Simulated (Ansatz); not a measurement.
# GaAs: from bands to localised orbitals, part 3 of 3

Aim: build maximally localised Wannier functions for GaAs from several sets of trial orbitals, and check spreads and centres, and how well the models interpolate the bands. Plan: PBE, anion s p, 6×6×6; PBE, anion s p, 4×4×4; PBE, anion s p, 8×8×8; PBE, anion p, 6×6×6; PBE, all s p, disentangled, 6×6×6; PBE, cation s and anion p, disentangled, 6×6×6; r2SCAN, anion s p, 6×6×6; r2SCAN, anion p, 6×6×6; r2SCAN, all s p, disentangled, 6×6×6; HSE06, anion s p, 6×6×6; HSE06, anion p, 6×6×6 (level, trial orbitals, Wannier mesh).

Ansatz 0.2.0; plane waves, PAW. Earlier steps stand in the parts before.

## (9) r2SCAN, anion p, 6×6×6

Contents of input.yaml:

```yaml
crystal:
  lattice:
    - [0.0, 2.833083191, 2.833083191]
    - [2.833083191, 0.0, 2.833083191]
    - [2.833083191, 2.833083191, 0.0]
  atoms:
    - { symbol: Ga, position: [0.0, 0.0, 0.0] }
    - { symbol: As, position: [0.25, 0.25, 0.25] }
kpoints:
  mp_grid: { grid: [6, 6, 6] }
  band_path:
    path:
      - [[0.0, 0.0, 0.0], [-0.5, -0.5, -7.463880342104e-34], [-0.375, -0.375, 0.25]]
      - [[-0.375, 2.128612146609e-17, 0.375], [0.0, 0.0, 0.0], [-2.495874589213e-18, -2.495874589213e-18, 0.5], [-0.5, -0.25, 0.25], [-0.5, -0.5, -7.463880342104e-34]]
    npoints: 10
hamiltonian:
  xc: r2scan
scf:
  occupations: { method: fixed }
  n_extra_bands: 6
output:
  forces: false
  stress: false
  eigenvalues: true
  wannier:
    kmesh: [6, 6, 6]
    projections: [{ species: As, l: p, shell: 4 }]
    minimise: true
    write_hr: true
    conv_tol: 1.0e-08
    max_iter: 3000
```

Run with:

```console
$ ansatz run input.yaml --threads 4 --pin off --max-ram 3686MiB --backend cpu --events-out ev --progress --plain --runs-dir out
```

The program printed, shortened:

```text
Warning: RAYON_NUM_THREADS=4 ignored (pool sized by the plan → 4); use --threads N
scf.n_extra_bands = 6 over 14 filled bands (N_el = 28.0): the run solves 20 bands
[...]
Pseudopotentials: kind: paw
Pseudopotential: Ga, paw, valence charge 13, recommended cutoff 500 eV (meta_gga), Ga.paw.azcp
Pseudopotential: As, paw, valence charge 15, recommended cutoff 500 eV (meta_gga), As.paw.azcp
Functional definition: r2SCAN
[...]
Crystal: 2 atoms, lattice volume = 45.479 Å³
[...]
E sigma→0 (E₀):  -8655.737451 eV
Fermi energy:    7.853984 eV
[...]
--- Band table (eV; the first three rows and the last of 16) ---
  k-point 0: bands = ["-27.9183", "-27.9183", "-27.9183", "-27.9060", "-27.9060", "-7.3747", "-7.3747", "-7.3747", "-7.2875", "-7.2875", "-5.3050", "7.8540", "7.8540", "7.8540", "8.8156", "11.8983", "11.8983", "11.8983", "16.0835", "18.5082"]
[...]
Wannier search: line search 1 of at most 3000: gauge-dependent spread (as the search counts it) 1.1581336 Å², largest recent change 1.6e-1 Å² and fall left 2.7e-4 Å² against conv_tol 1.0e-8 Å², 0 stops escaped
```

Run time: 4.4 s. Hardware: 4 threads of Arm Neoverse N1, shared host; peak memory 0.43 GiB.

wannier.win names the bands that the functions span: 12-14 (counted from 1; 14 are filled).

The head of wannier.spreads.toml:

```toml
omega_i_ang2 = 9.180129966302996
omega_d_ang2 = 0.024236631720511024
omega_od_ang2 = 0.5467525003542008
omega_total_ang2 = 9.751119098377707
least_projectability = 0.5423701733528767
b_vectors_match_mmn = true
n_iter = 28
converged = true
rejected_fitted_steps = 1
```

The functions (centres in Å, on-site energies from the top of the filled bands):

| n | x | y | z | spread (Å²) | on-site (eV) | nearest atoms | distance (Å) |
| --- | --- | --- | --- | --- | --- | --- | --- |
| 1 | 1.069 | 1.236 | 1.236 | 3.250 | -3.430 | As2 | 0.43 |
| 2 | 1.597 | 1.764 | 1.236 | 3.250 | -3.430 | As2 | 0.43 |
| 3 | 1.597 | 1.236 | 1.764 | 3.250 | -3.430 | As2 | 0.43 |

Along the path each interpolated band stays within 0.27, 0.09, 0.04 eV of the nearest computed level, from the lowest band up.

## (10) r2SCAN, all s p, disentangled, 6×6×6

Edit input.yaml of step 9 so:

```diff
@@ -19,3 +19,3 @@
   occupations: { method: fixed }
-  n_extra_bands: 6
+  n_extra_bands: 8
 output:
@@ -26,3 +26,7 @@
     kmesh: [6, 6, 6]
-    projections: [{ species: As, l: p, shell: 4 }]
+    projections:
+      - { species: As, l: s, shell: 4 }
+      - { species: As, l: p, shell: 4 }
+      - { species: Ga, l: s, shell: 4 }
+      - { species: Ga, l: p, shell: 4 }
     minimise: true
@@ -31 +35,2 @@
     max_iter: 3000
+    disentanglement: { window: [-18.15, 24.82], frozen_window: [-0.15, 10.32] }
```

Run with:

```console
$ ansatz run input.yaml --threads 4 --pin off --max-ram 3686MiB --backend cpu --events-out ev --progress --plain --runs-dir out
```

The program printed, shortened:

```text
Warning: RAYON_NUM_THREADS=4 ignored (pool sized by the plan → 4); use --threads N
scf.n_extra_bands = 8 over 14 filled bands (N_el = 28.0): the run solves 22 bands
[...]
[... 4 set-up lines as earlier in the session ...]
[...]
Crystal: 2 atoms, lattice volume = 45.479 Å³
[...]
SCF converged after 7 iterations
Free energy (F): -8655.737451 eV
[...]
E sigma→0 (E₀):  -8655.737451 eV
Fermi energy:    7.853987 eV
[...]
--- Band table (eV; the first three rows and the last of 16) ---
[... band rows left out ...]
[...]
Wannier search: line search 1 of at most 3000: gauge-dependent spread (as the search counts it) 5.8759944 Å², largest recent change 1.7e0 Å² and fall left 4.6e-3 Å² against conv_tol 1.0e-8 Å², 0 stops escaped
```

It took 8.3 s on 4 threads of Arm Neoverse N1, shared host; peak memory 0.49 GiB.

The windows are typed on the program's own energy scale, on which the last band filled by count tops at 7.85 eV.

The head of wannier.spreads.toml:

```toml
omega_i_ang2 = 11.960501507193896
omega_d_ang2 = 0.0638989287154708
omega_od_ang2 = 1.6656077621298637
omega_total_ang2 = 13.69000819803923
least_projectability = 0.7505561225857923
b_vectors_match_mmn = true
n_iter = 26
converged = true
rejected_fitted_steps = 0
dis_converged = true
dis_n_iter = 161
dis_n_moved = 0
dis_level_miss = 0.016950055642148132
```

The functions (centres in Å, on-site energies from the top of the filled bands):

| n | x | y | z | spread (Å²) | on-site (eV) | nearest atoms | distance (Å) |
| --- | --- | --- | --- | --- | --- | --- | --- |
| 1 | 1.808 | 1.025 | 1.025 | 1.517 | -1.319 | As2 | 0.68 |
| 2 | 1.808 | 1.808 | 1.808 | 1.517 | -1.319 | As2 | 0.68 |
| 3 | 1.025 | 1.025 | 1.808 | 1.517 | -1.319 | As2 | 0.68 |
| 4 | 1.025 | 1.808 | 1.025 | 1.517 | -1.319 | As2 | 0.68 |
| 5 | -0.468 | -0.468 | -0.468 | 1.905 | 1.677 | Ga1 | 0.81 |
| 6 | 0.468 | 0.468 | -0.468 | 1.905 | 1.677 | Ga1 | 0.81 |
| 7 | 0.468 | -0.468 | 0.468 | 1.905 | 1.677 | Ga1 | 0.81 |
| 8 | -0.468 | 0.468 | 0.468 | 1.905 | 1.677 | Ga1 | 0.81 |

Along the path each interpolated band stays within 0.15, 0.03, 0.01, 0.03, 0.29, 0.65, 0.62, 2.35 eV of the nearest computed level, from the lowest band up; bands outside the frozen window needn't match, and between the mesh's points a coarse mesh lets the others stray too.

Misses of an eV or more mean that the model does not follow those bands.

## (11) HSE06, anion s p, 6×6×6

Contents of input.yaml:

```yaml
crystal:
  lattice:
    - [0.0, 2.833083191, 2.833083191]
    - [2.833083191, 0.0, 2.833083191]
    - [2.833083191, 2.833083191, 0.0]
  atoms:
    - { symbol: Ga, position: [0.0, 0.0, 0.0] }
    - { symbol: As, position: [0.25, 0.25, 0.25] }
kpoints:
  mp_grid: { grid: [6, 6, 6] }
  band_path:
    path:
      - [0.0, 0.0, 0.0]
      - [-0.5, -0.5, 0.0]
      - [-0.375, -0.375, 0.25]
      - [-0.375, 0.0, 0.375]
      - [0.0, 0.0, 0.5]
      - [-0.5, -0.25, 0.25]
    npoints: 1
hamiltonian:
  xc: hse06
scf:
  occupations: { method: fixed }
  n_extra_bands: 6
output:
  forces: false
  stress: false
  eigenvalues: true
  wannier:
    kmesh: [6, 6, 6]
    projections: [{ species: As, l: s, shell: 4 }, { species: As, l: p, shell: 4 }]
    minimise: true
    write_hr: true
    conv_tol: 1.0e-08
    max_iter: 3000
```

Run with:

```console
$ ansatz run input.yaml --threads 4 --pin off --max-ram 3686MiB --backend cpu --events-out ev --progress --plain --runs-dir out
```

The program printed, shortened:

```text
Warning: RAYON_NUM_THREADS=4 ignored (pool sized by the plan → 4); use --threads N
scf.n_extra_bands = 6 over 14 filled bands (N_el = 28.0): the run solves 20 bands
[...]
[... 3 set-up lines as earlier in the session ...]
Functional definition: HSE06
[...]
E sigma→0 (E₀):  -8641.586509 eV
Fermi energy:    7.691237 eV
[...]
--- Band table (eV; the first three rows and the last of 16) ---
  k-point 0: bands = ["-30.8526", "-30.8526", "-30.8526", "-30.8413", "-30.8413", "-9.7291", "-9.7291", "-9.7291", "-9.6495", "-9.6495", "-6.2147", "7.6912", "7.6912", "7.6912", "9.0553", "12.2222", "12.2222", "12.2222", "16.2204", "18.8093"]
[...]
Wannier search: line search 1 of at most 3000: gauge-dependent spread (as the search counts it) 3.8046039 Å², largest recent change 4.4e-1 Å² and fall left 2.1e-3 Å² against conv_tol 1.0e-8 Å², 0 stops escaped
```

Run time: 2.9 min. Hardware: 4 threads of Arm Neoverse N1, shared host; peak memory 1.6 GiB.

wannier.win names the bands that the functions span: 11-14 (counted from 1; 14 are filled).

The head of wannier.spreads.toml:

```toml
omega_i_ang2 = 7.368197156013579
omega_d_ang2 = 0.005619937130700659
omega_od_ang2 = 0.5557476241486439
omega_total_ang2 = 7.929564717292924
least_projectability = 0.7289717790975733
b_vectors_match_mmn = true
n_iter = 25
converged = true
rejected_fitted_steps = 1
```

The functions (centres in Å, on-site energies from the top of the filled bands):

| n | x | y | z | spread (Å²) | on-site (eV) | nearest atoms | distance (Å) |
| --- | --- | --- | --- | --- | --- | --- | --- |
| 1 | 0.871 | 1.962 | 1.962 | 1.982 | -5.715 | As2 | 0.94 |
| 2 | 1.962 | 0.871 | 1.962 | 1.982 | -5.715 | As2 | 0.94 |
| 3 | 0.871 | 0.871 | 0.871 | 1.982 | -5.715 | As2 | 0.94 |
| 4 | 1.962 | 1.962 | 0.871 | 1.982 | -5.715 | As2 | 0.94 |

## (12) HSE06, anion p, 6×6×6

Edit input.yaml of step 11 so:

```diff
@@ -30,3 +30,3 @@
     kmesh: [6, 6, 6]
-    projections: [{ species: As, l: s, shell: 4 }, { species: As, l: p, shell: 4 }]
+    projections: [{ species: As, l: p, shell: 4 }]
     minimise: true
@@ -35 +35,5 @@
     max_iter: 3000
+  write_density: true
+  write_potential: true
+  elf: true
+  volumetric_format: npy
```

Run with:

```console
$ ansatz run input.yaml --threads 4 --pin off --max-ram 3686MiB --backend cpu --events-out ev --progress --plain --runs-dir out
```

The program printed, shortened:

```text
Warning: RAYON_NUM_THREADS=4 ignored (pool sized by the plan → 4); use --threads N
scf.n_extra_bands = 6 over 14 filled bands (N_el = 28.0): the run solves 20 bands
[...]
[... 4 set-up lines as earlier in the session ...]
[...]
E sigma→0 (E₀):  -8641.586509 eV
Fermi energy:    7.691237 eV
[...]
--- Band table (eV; the first three rows and the last of 16) ---
  k-point 0: bands = ["-30.8526", "-30.8526", "-30.8526", "-30.8413", "-30.8413", "-9.7291", "-9.7291", "-9.7291", "-9.6495", "-9.6495", "-6.2147", "7.6912", "7.6912", "7.6912", "9.0553", "12.2222", "12.2222", "12.2222", "16.2204", "18.8093"]
[...]
Wannier search: line search 1 of at most 3000: gauge-dependent spread (as the search counts it) 1.1247772 Å², largest recent change 1.5e-1 Å² and fall left 2.4e-4 Å² against conv_tol 1.0e-8 Å², 0 stops escaped
```

It took 2.9 min on 4 threads of Arm Neoverse N1, shared host; peak memory 1.6 GiB.

wannier.win names the bands that the functions span: 12-14 (counted from 1; 14 are filled).

The head of wannier.spreads.toml:

```toml
omega_i_ang2 = 9.035492177874513
omega_d_ang2 = 0.022909653738811157
omega_od_ang2 = 0.5282879173335138
omega_total_ang2 = 9.586689748946839
least_projectability = 0.5547591590207867
b_vectors_match_mmn = true
n_iter = 29
converged = true
rejected_fitted_steps = 0
```

The functions (centres in Å, on-site energies from the top of the filled bands):

| n | x | y | z | spread (Å²) | on-site (eV) | nearest atoms | distance (Å) |
| --- | --- | --- | --- | --- | --- | --- | --- |
| 1 | 1.072 | 1.238 | 1.238 | 3.196 | -3.604 | As2 | 0.43 |
| 2 | 1.595 | 1.761 | 1.238 | 3.196 | -3.604 | As2 | 0.43 |
| 3 | 1.595 | 1.238 | 1.761 | 3.196 | -3.604 | As2 | 0.43 |

## (13) Comparison

| run | functions | total spread (Å²) | invariant part (Å²) | mean spread (Å²) | largest miss of a band (eV) | time |
| --- | --- | --- | --- | --- | --- | --- |
| PBE, anion s p, 6×6×6 | 4 | 8.436 | 7.848 | 2.109 | 0.34 | 2.6 s |
| PBE, anion s p, 4×4×4 | 4 | 7.168 | 6.571 | 1.792 | 0.61 | 2.2 s |
| PBE, anion s p, 8×8×8 | 4 | 9.096 | 8.534 | 2.274 | 0.26 | 3.5 s |
| PBE, anion p, 6×6×6 | 3 | 10.020 | 9.411 | 3.340 | 0.34 | 2.6 s |
| PBE, all s p, disentangled, 6×6×6 | 8 | 13.092 | 11.469 | 1.636 | 2.30 | 6 s |
| PBE, cation s and anion p, disentangled, 6×6×6 | 4 | 11.682 | 10.927 | 2.920 | 1.71 | 5.8 s |
| r2SCAN, anion s p, 6×6×6 | 4 | 8.192 | 7.619 | 2.048 | 0.28 | 4.4 s |
| r2SCAN, anion p, 6×6×6 | 3 | 9.751 | 9.180 | 3.250 | 0.27 | 4.4 s |
| r2SCAN, all s p, disentangled, 6×6×6 | 8 | 13.690 | 11.961 | 1.711 | 2.35 | 8.3 s |
| HSE06, anion s p, 6×6×6 | 4 | 7.930 | 7.368 | 1.982 | not checked | 2.9 min |
| HSE06, anion p, 6×6×6 | 3 | 9.587 | 9.035 | 3.196 | not checked | 2.9 min |

## (14) Summary of results

What follows sums up all 3 parts.

```
                                                    quantity                         value
                         total spread, PBE, anion s p, 6×6×6      8.44 Å² over 4 functions
                         total spread, PBE, anion s p, 4×4×4      7.17 Å² over 4 functions
                         total spread, PBE, anion s p, 8×8×8      9.10 Å² over 4 functions
                           total spread, PBE, anion p, 6×6×6     10.02 Å² over 3 functions
             total spread, PBE, all s p, disentangled, 6×6×6     13.09 Å² over 8 functions
total spread, PBE, cation s and anion p, disentangled, 6×6×6     11.68 Å² over 4 functions
                      total spread, r2SCAN, anion s p, 6×6×6      8.19 Å² over 4 functions
                        total spread, r2SCAN, anion p, 6×6×6      9.75 Å² over 3 functions
          total spread, r2SCAN, all s p, disentangled, 6×6×6     13.69 Å² over 8 functions
                       total spread, HSE06, anion s p, 6×6×6      7.93 Å² over 4 functions
                         total spread, HSE06, anion p, 6×6×6      9.59 Å² over 3 functions
                                    centres of the first set  0.95 Å from the nearest atom
```

With PBE, anion s p, 6×6×6 the 4 functions move off the atoms, with a mean spread of 2.11 Å²; 93 % of the total is gauge invariant. The total spread goes from 7.17 Å² on 4×4×4 to 9.10 Å² on 8×8×8: finite differences in k understate it on coarse meshes, while the largest miss of a band goes from 0.61 to 0.26 eV. On one set and mesh the functional gives 8.44 (PBE), 8.19 (r2SCAN), 7.93 (HSE06) Å². The disentangled models miss some band by up to 2.3 eV, which may lie outside their frozen windows.
